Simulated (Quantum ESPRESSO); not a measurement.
# AlN (P6_3mc) in Quantum ESPRESSO: notebook

Aim: see how the results for AlN move with the level of theory and the settings. Levels: LDA, PBE, RPBE, revPBE. Tasks: phonons.

Program: Quantum ESPRESSO 7.5. These are calculated values, not measurements. Logs are shortened: lines on timing, memory, paths and dates and some standing lists are left out, and cuts for length are marked.

## Step 1: The structure

It takes space group P6_3mc (No. 186, hexagonal). The conventional cell has a = 3.113 Å, b = 3.113 Å, c = 4.981 Å, α = 90.00°, β = 90.00°, γ = 120.00°. Around Al (site symmetry 3m) lie 4 N at 1.89 Å. Around N (site symmetry 3m) lie 4 Al at 1.89 Å.

## Step 2: Phonons, LDA

pw.in reads:

```
&CONTROL
  calculation = 'scf'
  prefix = 'pwscf'
  outdir = './tmp'
  pseudo_dir = './pseudo'
  tprnfor = .true.
  tstress = .true.
  disk_io = 'low'
/
&SYSTEM
  ibrav = 0
  celldm(1) = 8
  nat = 4
  ntyp = 2
  ecutwfc = 45
  ecutrho = 360
  nbnd = 14
  occupations = 'smearing'
  smearing = 'fd'
  degauss = 0.00367493
/
&ELECTRONS
  conv_thr = 8d-10
  electron_maxstep = 120
  mixing_beta = 0.5
/
ATOMIC_SPECIES
Al    26.9815 al_lda_v1.uspp.F.UPF
N     14.0070 n_lda_v1.2.uspp.F.UPF
CELL_PARAMETERS alat
  0.7353396782450   0.0000000000000   0.0000000000000
 -0.3676698391225   0.6368228417753   0.0000000000000
  0.0000000000000   0.0000000000000   1.1765907283451
ATOMIC_POSITIONS crystal
Al     0.6666666667    0.3333333333    0.5000000000
Al     0.3333333333    0.6666666667    0.0000000000
N      0.6666666667    0.3333333333    0.8800000000
N      0.3333333333    0.6666666667    0.3800000000
K_POINTS automatic
6 6 4 0 0 1
```

relax.in reads:

```
&CONTROL
  calculation = 'vc-relax'
  prefix = 'pwscf'
  outdir = './tmp'
  pseudo_dir = './pseudo'
  tprnfor = .true.
  tstress = .true.
  disk_io = 'low'
  nstep = 40
  forc_conv_thr = 0.0001
  etot_conv_thr = 1d-06
/
&SYSTEM
  ibrav = 0
  celldm(1) = 8
  nat = 4
  ntyp = 2
  ecutwfc = 45
  ecutrho = 360
  nbnd = 14
  occupations = 'smearing'
  smearing = 'fd'
  degauss = 0.00367493
/
&ELECTRONS
  conv_thr = 8d-10
  electron_maxstep = 120
  mixing_beta = 0.5
/
&IONS
  ion_dynamics = 'bfgs'
/
&CELL
  cell_dynamics = 'bfgs'
  press = 0
  press_conv_thr = 0.2
/
ATOMIC_SPECIES
Al    26.9815 al_lda_v1.uspp.F.UPF
N     14.0070 n_lda_v1.2.uspp.F.UPF
CELL_PARAMETERS alat
  0.7353396782450   0.0000000000000   0.0000000000000
 -0.3676698391225   0.6368228417753   0.0000000000000
  0.0000000000000   0.0000000000000   1.1765907283451
ATOMIC_POSITIONS crystal
Al     0.6666666667    0.3333333333    0.5000000000
Al     0.3333333333    0.6666666667    0.0000000000
N      0.6666666667    0.3333333333    0.8800000000
N      0.3333333333    0.6666666667    0.3800000000
K_POINTS automatic
6 6 4 0 0 1
```

scf2.in reads:

```
&CONTROL
  calculation = 'scf'
  prefix = 'pwscf'
  outdir = './tmp'
  pseudo_dir = './pseudo'
  tprnfor = .true.
  tstress = .true.
  disk_io = 'low'
/
&SYSTEM
  ibrav = 0
  celldm(1) = 8
  nat = 4
  ntyp = 2
  ecutwfc = 45
  ecutrho = 360
  nbnd = 14
  occupations = 'fixed'
/
&ELECTRONS
  conv_thr = 1d-13
  electron_maxstep = 120
  mixing_beta = 0.5
  startingpot = 'file'
  startingwfc = 'file'
/
ATOMIC_SPECIES
Al    26.9815 al_lda_v1.uspp.F.UPF
N     14.0070 n_lda_v1.2.uspp.F.UPF
CELL_PARAMETERS alat
  0.7305171392482  -0.0000000000068   0.0000000000000
 -0.3652585696182   0.6326464004923   0.0000000000000
  0.0000000000000   0.0000000000000   1.1699492745181
ATOMIC_POSITIONS crystal
Al     0.6666666666    0.3333333332    0.4991181659
Al     0.3333333332    0.6666666666   -0.0008818341
N      0.6666666666    0.3333333332    0.8808818341
N      0.3333333332    0.6666666666    0.3808818341
K_POINTS automatic
6 6 4 0 0 1
```

ph.in reads:

```
phonons of AlN
&INPUTPH
  prefix = 'pwscf'
  outdir = './tmp'
  tr2_ph = 1d-18
  fildyn = 'dyn'
  niter_ph = 90
  alpha_mix(1) = 0.7
  epsil = .true.
/
0.0000000000 0.0000000000 0.0000000000
```

dynmat.in reads:

```
&INPUT
  fildyn = 'dyn'
  asr = 'crystal'
  lperm = .true.
  filout = 'dynmat.disp'
  fileig = 'dynmat.eig'
/
```

dynmat_lo.in reads:

```
&INPUT
  fildyn = 'dyn'
  asr = 'crystal'
  filout = 'dynmat_lo.disp'
  fileig = 'dynmat_lo.eig'
  q(1) = 0
  q(2) = 0
  q(3) = 1
/
```

Potentials or basis: GBRV 1.5 LDA.

Command:

```bash
OMP_NUM_THREADS=1 mpirun -n 4 pw.x -nk 2 -in pw.in > pw.out
OMP_NUM_THREADS=1 mpirun -n 4 pw.x -nk 2 -in relax.in > relax.out
OMP_NUM_THREADS=1 mpirun -n 4 pw.x -nk 2 -in scf2.in > scf2.out
OMP_NUM_THREADS=1 mpirun -n 4 ph.x -nk 2 -in ph.in > ph.out
OMP_NUM_THREADS=1 mpirun -n 1 dynmat.x -in dynmat.in > dynmat.out
OMP_NUM_THREADS=1 mpirun -n 1 dynmat.x -in dynmat_lo.in > dynmat_lo.out
```

pw.out:

```text
This program is part of the open-source Quantum ESPRESSO suite
     for quantum simulation of materials; please cite
[... 6 lines left out ...]
     using ibrav=0 with symmetry is DISCOURAGED, use correct ibrav instead

     K-points division:     npool     =       2
     Subspace diagonalization in iterative solution of the eigenvalue problem:
     a serial algorithm will be used

     --------------------
     sticks:   dense  smooth     PW     G-vecs:    dense   smooth      PW
     Min         423     216     63                16269     5780     980
     Max         424     217     64                16278     5781     981
     Sum         847     433    127                32547    11561    1961

     Using Slab Decomposition

     bravais-lattice index     =            0
     lattice parameter (alat)  =       8.0000  a.u.
     unit-cell volume          =     282.0993 (a.u.)^3
     number of atoms/cell      =            4
     number of atomic types    =            2
     number of electrons       =        16.00
     number of Kohn-Sham states=           14
     kinetic-energy cutoff     =      45.0000  Ry
     charge density cutoff     =     360.0000  Ry
     scf convergence threshold =      8.0E-10
     mixing beta               =       0.5000
     number of iterations used =            8  plain     mixing
     Exchange-correlation= SLA  PZ   NOGX NOGC
                           (   1   1   0   0   0   0   0)

     celldm(1)=   8.000000  celldm(2)=   0.000000  celldm(3)=   0.000000
     celldm(4)=   0.000000  celldm(5)=   0.000000  celldm(6)=   0.000000

     crystal axes: (cart. coord. in units of alat)
               a(1) = (   0.735340   0.000000   0.000000 )
               a(2) = (  -0.367670   0.636823   0.000000 )
               a(3) = (   0.000000   0.000000   1.176591 )

     reciprocal axes: (cart. coord. in units 2 pi/alat)
               b(1) = (  1.359916  0.785148 -0.000000 )
               b(2) = (  0.000000  1.570295  0.000000 )
               b(3) = (  0.000000 -0.000000  0.849913 )

     PseudoPot. # 1 for Al read from file:
     al_lda_v1.uspp.F.UPF
     Pseudo is Ultrasoft + core correction, Zval =  3.0
     Generated by new atomic code, or converted to UPF format
     Using radial grid of  893 points,  3 beta functions with:
                l(1) =   0
                l(2) =   1
                l(3) =   2
     Q(r) pseudized with  8 coefficients,  rinner =    0.900   0.900   0.900
                                                       0.900   0.900

     PseudoPot. # 2 for N  read from file:
     n_lda_v1.2.uspp.F.UPF
     Pseudo is Ultrasoft + core correction, Zval =  5.0
     Generated by new atomic code, or converted to UPF format
     Using radial grid of  729 points,  4 beta functions with:
                l(1) =   0
                l(2) =   0
                l(3) =   1
                l(4) =   1
     Q(r) pseudized with  8 coefficients,  rinner =    0.900   0.900   0.900

     atomic species   valence    mass     pseudopotential
     Al                3.00    26.98150     Al( 1.00)
     N                 5.00    14.00700     N ( 1.00)

     12 Sym. Ops. (no inversion) found ( 6 have fractional translation)

   Cartesian axes

     site n.     atom                  positions (alat units)
         1        Al     tau(   1) = (   0.3676698   0.2122743   0.5882954  )
         2        Al     tau(   2) = (  -0.0000000   0.4245486   0.0000000  )
         3        N      tau(   3) = (   0.3676698   0.2122743   1.0353998  )
         4        N      tau(   4) = (  -0.0000000   0.4245486   0.4471045  )

     number of k points=    14  Fermi-Dirac smearing, width (Ry)=  0.0037
                       cart. coord. in units 2pi/alat
        k(    1) = (   0.0000000   0.0000000   0.1062392), wk =   0.0277778
        k(    2) = (   0.0000000   0.0000000   0.3187175), wk =   0.0277778
        k(    3) = (   0.0000000   0.2617159   0.1062392), wk =   0.1666667
        k(    4) = (   0.0000000   0.2617159   0.3187175), wk =   0.1666667
        k(    5) = (   0.0000000   0.5234318   0.1062392), wk =   0.1666667
        k(    6) = (   0.0000000   0.5234318   0.3187175), wk =   0.1666667
        k(    7) = (   0.0000000  -0.7851477   0.1062392), wk =   0.0833333
        k(    8) = (   0.0000000  -0.7851477   0.3187175), wk =   0.0833333
        k(    9) = (   0.2266526   0.3925739   0.1062392), wk =   0.1666667
        k(   10) = (   0.2266526   0.3925739   0.3187175), wk =   0.1666667
        k(   11) = (   0.2266526   0.6542898   0.1062392), wk =   0.3333333
        k(   12) = (   0.2266526   0.6542898   0.3187175), wk =   0.3333333
        k(   13) = (   0.4533052   0.7851477   0.1062392), wk =   0.0555556
        k(   14) = (   0.4533052   0.7851477   0.3187175), wk =   0.0555556

     Dense  grid:    32547 G-vectors     FFT dimensions: (  36,  36,  60)

     Smooth grid:    11561 G-vectors     FFT dimensions: (  25,  25,  48)

     Initial potential from superposition of free atoms

     starting charge      15.9956, renormalised to      16.0000
     Starting wfcs are   16 randomized atomic wfcs

     Self-consistent Calculation

     iteration #  1     ecut=    45.00 Ry     beta= 0.50
     Davidson diagonalization with overlap
     ethr =  1.00E-02,  avg # of iterations =  3.7

     total energy              =     -53.67450250 Ry
     estimated scf accuracy    <       1.21866727 Ry

     iteration #  2     ecut=    45.00 Ry     beta= 0.50
     Davidson diagonalization with overlap
     ethr =  7.62E-03,  avg # of iterations =  2.0

     total energy              =     -54.02141557 Ry
     estimated scf accuracy    <       0.17101817 Ry

     iteration #  3     ecut=    45.00 Ry     beta= 0.50
     Davidson diagonalization with overlap
     ethr =  1.07E-03,  avg # of iterations =  1.4

     total energy              =     -54.04457173 Ry
     estimated scf accuracy    <       0.00826092 Ry

     iteration #  4     ecut=    45.00 Ry     beta= 0.50
     Davidson diagonalization with overlap
     ethr =  5.16E-05,  avg # of iterations =  5.1

     total energy              =     -54.04551285 Ry
     estimated scf accuracy    <       0.00221918 Ry

     iteration #  5     ecut=    45.00 Ry     beta= 0.50
     Davidson diagonalization with overlap
     ethr =  1.39E-05,  avg # of iterations =  2.0

     total energy              =     -54.04564353 Ry
     estimated scf accuracy    <       0.00019526 Ry

     iteration #  6     ecut=    45.00 Ry     beta= 0.50
     Davidson diagonalization with overlap
     ethr =  1.22E-06,  avg # of iterations =  3.9

     total energy              =     -54.04566900 Ry
     estimated scf accuracy    <       0.00001051 Ry

     iteration #  7     ecut=    45.00 Ry     beta= 0.50
     Davidson diagonalization with overlap
     ethr =  6.57E-08,  avg # of iterations =  2.0

     total energy              =     -54.04567166 Ry
     estimated scf accuracy    <       0.00000029 Ry

     iteration #  8     ecut=    45.00 Ry     beta= 0.50
     Davidson diagonalization with overlap
     ethr =  1.82E-09,  avg # of iterations =  1.6

     total energy              =     -54.04567171 Ry
     estimated scf accuracy    <          9.3E-09 Ry

     iteration #  9     ecut=    45.00 Ry     beta= 0.50
     Davidson diagonalization with overlap
     ethr =  5.84E-11,  avg # of iterations =  2.0

     total energy              =     -54.04567171 Ry
     estimated scf accuracy    <          2.2E-09 Ry

     iteration # 10     ecut=    45.00 Ry     beta= 0.50
     Davidson diagonalization with overlap
     ethr =  1.38E-11,  avg # of iterations =  1.9

     End of self-consistent calculation

          k = 0.0000 0.0000 0.1062 (  1442 PWs)   bands (ev):

    -8.1895  -6.1294   0.9494   5.9851   5.9851   6.4606   6.6106   6.6106
    11.3102  13.3438  17.1532  17.6855  17.6855  19.1181

          k = 0.0000 0.0000 0.3187 (  1448 PWs)   bands (ev):

    -7.7159  -6.8972   2.4416   4.5681   6.1617   6.1617   6.4209   6.4209
    12.6476  13.4439  16.7453  17.4440  17.7767  17.7769

          k = 0.0000 0.2617 0.1062 (  1437 PWs)   bands (ev):

    -7.8359  -5.9188   1.3280   4.5650   5.2001   5.5888   6.5081   6.5387
    12.3774  14.3857  15.7351  16.3948  18.5261  18.5904

          k = 0.0000 0.2617 0.3187 (  1438 PWs)   bands (ev):

    -7.3853  -6.6178   2.5223   4.0322   5.1262   5.8358   5.8919   6.2148
    13.1206  14.1442  15.5818  16.2841  18.0330  18.5419

          k = 0.0000 0.5234 0.1062 (  1435 PWs)   bands (ev):

    -6.9179  -5.5237   1.9169   2.7570   3.4135   4.9869   5.9743   6.2169
    12.6791  13.3337  14.9979  16.8257  18.0538  18.1085

          k = 0.0000 0.5234 0.3187 (  1444 PWs)   bands (ev):

    -6.5570  -5.9847   1.8037   2.3719   4.5039   5.3031   5.7699   5.8069
    12.3011  13.0323  15.7444  16.6025  17.8976  18.5845

          k = 0.0000-0.7851 0.1062 (  1428 PWs)   bands (ev):

    -6.1675  -5.4923   1.2027   2.3782   3.6421   4.7349   5.2073   6.0645
    12.2004  12.4976  15.2894  16.6143  17.6805  18.7988

          k = 0.0000-0.7851 0.3187 (  1448 PWs)   bands (ev):

    -5.9530  -5.6682   1.0026   1.4557   4.8608   5.0723   5.6156   5.7086
    11.6771  12.4115  15.6303  16.3345  17.9540  18.7729

          k = 0.2267 0.3926 0.1062 (  1441 PWs)   bands (ev):

    -7.1936  -5.6077   1.9628   3.3862   3.5712   4.9978   5.8593   6.2577
    13.4730  14.0798  15.3119  15.7835  17.6348  18.2546

          k = 0.2267 0.3926 0.3187 (  1440 PWs)   bands (ev):

    -6.7988  -6.1537   2.2828   2.9270   4.6490   4.8765   5.4724   6.0090
    13.2660  13.6811  15.9084  16.0564  17.7369  18.1784

          k = 0.2267 0.6543 0.1062 (  1435 PWs)   bands (ev):

    -6.2468  -5.4277   1.7061   2.5822   3.5261   4.0409   5.1954   5.5149
    12.4675  13.8697  15.3697  16.5477  17.4479  18.4546

          k = 0.2267 0.6543 0.3187 (  1437 PWs)   bands (ev):

    -6.0023  -5.6591   1.4902   1.8556   3.8514   4.5061   5.2810   6.0071
    12.6243  13.3990  15.5935  16.2660  17.4498  18.0640

          k = 0.4533 0.7851 0.1062 (  1428 PWs)   bands (ev):

    -5.6298  -5.6298   1.9839   2.7190   2.7190   4.2042   4.7033   4.7033
    11.9463  15.0258  16.0234  16.0234  18.1694  18.1694

          k = 0.4533 0.7851 0.3187 (  1425 PWs)   bands (ev):

    -5.5949  -5.5949   2.0099   2.0099   2.4879   3.3678   5.7987   5.7987
    13.3624  14.6318  14.7473  14.7473  18.3920  18.3920

     the Fermi energy is     9.0027 ev

!    total energy              =     -54.04567171 Ry
     estimated scf accuracy    <          4.9E-11 Ry
     smearing contrib. (-TS)   =       0.00000000 Ry
     internal energy E=F+TS    =     -54.04567171 Ry

     The total energy is F=E-TS. E is the sum of the following terms:
     one-electron contribution =      -2.27092973 Ry
     hartree contribution      =      11.27242000 Ry
     xc contribution           =     -19.56071369 Ry
     ewald contribution        =     -43.48644828 Ry

     convergence has been achieved in  10 iterations

     Forces acting on atoms (cartesian axes, Ry/au):

     atom    1 type  1   force =     0.00000000    0.00000000   -0.00452263
     atom    2 type  1   force =     0.00000000    0.00000000   -0.00452263
     atom    3 type  2   force =     0.00000000   -0.00000000    0.00452263
     atom    4 type  2   force =    -0.00000000   -0.00000000    0.00452263

     Total force =     0.009045     Total SCF correction =     0.000001

     Computing stress (Cartesian axis) and pressure

          total   stress  (Ry/bohr**3)                   (kbar)     P=      -38.04
  -0.00029927   0.00000000   0.00000000          -44.02        0.00        0.00
  -0.00000000  -0.00029927   0.00000000           -0.00      -44.02        0.00
   0.00000000   0.00000000  -0.00017725            0.00        0.00      -26.07

=------------------------------------------------------------------------------=
   JOB DONE.
=------------------------------------------------------------------------------=
```

Wall time 2.8 min (4 MPI ranks of AMD EPYC (Zen 3), shared host); peak memory 0.28 GiB.

Results:

```yaml
Free_energy: -735.3390 eV
Relaxed_volume: 10.26 Å³/atom
Relaxed_cell: a = 3.093 Å, b = 3.093 Å, c = 4.953 Å, α = 90.00°, β = 90.00°, γ = 120.00°
Space_group_after_relaxing_to_0.05_Å: P6_3mc (No. 186)
Pressure_after_relaxing: 0.0 GPa
Electronic_dielectric_tensor_diagonal: 4.48, 4.48, 4.64
Born_charges_mean_of_the_diagonal: Al +2.58; N -2.59 e
Highest_phonon_frequency_at_Γ_LO-TO_splitting_left_out: 731 cm⁻¹
Static_dielectric_tensor_diagonal: 8.07, 8.07, 9.45
```

The path:
| step | energy change (eV) | largest force (eV/Å) | pressure (GPa) | volume (Å³) |
| --- | --- | --- | --- | --- |
| 1 | 0.0000 | 0.1163 | -3.80 | 41.80 |
| 2 | -0.0103 | 0.0260 | 0.17 | 41.00 |
| 3 | -0.0104 | 0.0183 | 0.00 | 41.03 |
| 4 | -0.0104 | 0.0048 | -0.07 | 41.04 |
| 5 | -0.0104 | 0.0001 | -0.03 | 41.03 |
| 6 | -0.0104 | 0.0001 | 0.00 | 41.02 |

Final structure:
```
Al N
1.0
     3.09258    0.00000    0.00000
    -1.54629    2.67826    0.00000
     0.00000    0.00000    4.95288
Al N
2 2
Direct
  0.66667 0.33333 0.49912
  0.33333 0.66667 0.99912
  0.66667 0.33333 0.88088
  0.33333 0.66667 0.38088
```

Phonon frequencies in cm⁻¹ (negative: imaginary):
| q point | frequencies |
| --- | --- |
| (0.000, 0.000, 0.000) | -11 -11 -9 238 238 554 625 670 670 681 681 731 |

Electronic dielectric tensor:
```
4.48 0.00 0.00
0.00 4.48 0.00
0.00 0.00 4.64
```

Born effective charge tensors (e):
atom 1, Al
```
2.52 0.00 0.00
0.00 2.52 0.00
0.00 0.00 2.68
```
atom 2, Al
```
2.52 0.00 0.00
0.00 2.52 0.00
0.00 0.00 2.68
```
atom 3, N
```
-2.54  0.00  0.00
 0.00 -2.54  0.00
 0.00  0.00 -2.69
```
atom 4, N
```
-2.54  0.00  0.00
 0.00 -2.54  0.00
 0.00  0.00 -2.69
```

Optical modes at Γ, degenerate ones joined, polar ones without the macroscopic field:
```
cm⁻¹  components  symmetry     active in  IR intensity, summed ((D/Å)²/amu)
 238           2        E2         Raman                               0.00
 554           1        B1        silent                               0.00
 625           1        A1  IR and Raman                              36.08
 670           2        E2         Raman                               0.00
 681           2        E1  IR and Raman                              64.15
 731           1        B1        silent                               0.00
```

Zone-centre frequencies without and with the macroscopic field along z (cm⁻¹):
```
                      optical modes in rising order
       without  238 238 554 625 670 670 681 681 731
with the field  238 238 554 670 670 681 681 731 891
```

Static dielectric tensor, electrons and zone-centre modes:
```
8.07 0.00 0.00
0.00 8.07 0.00
0.00 0.00 9.45
```

(Part 1 of 3 ends here.)
